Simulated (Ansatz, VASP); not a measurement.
# Two plane-wave programs on ZrO2

```
Zr O
1.0
     3.60017    0.00000    0.00000
     0.00000    3.60017    0.00000
     0.00000    0.00000    5.22516
Zr O
2 4
Direct
  0.00000 0.00000 0.00000
  0.50000 0.50000 0.50000
  0.00000 0.50000 0.30177
  0.00000 0.50000 0.80177
  0.50000 0.00000 0.69823
  0.50000 0.00000 0.19823
```

The cell is a database's computed one.

Alike in both runs: task relaxation of cell and atoms; functional PBE; k mesh 6 × 6 × 6; occupations gaussian, width 0.02 eV; no spin polarisation.

|  | VASP | Ansatz |
| --- | --- | --- |
| version | VASP 6.6.1 | Ansatz 0.2.0 |
| potentials or method | VASP PAW PBE potentials, release 64 (Zr_sv, O) | scalar-relativistic, plane waves, PAW |
| plane-wave cutoff (eV) | 600 | 420 |
| valence electrons in the cell | 48 | 48 |

Ansatz gave:

* gap on the k mesh at the Fermi level, each at its own relaxed structure (eV): 4.06
* relaxed volume (Å³/atom): 11.54
* relaxed cell length with the largest relative difference (Å): 5.282
* energy change over the relaxation (meV/atom): -3

Q: What did VASP give for the same quantities?

A: gap on the k mesh at the Fermi level, each at its own relaxed structure (eV): 4.04; relaxed volume (Å³/atom): 11.54; relaxed cell length with the largest relative difference (Å): 5.277; energy change over the relaxation (meV/atom): -3.

A k mesh can miss the band edges.
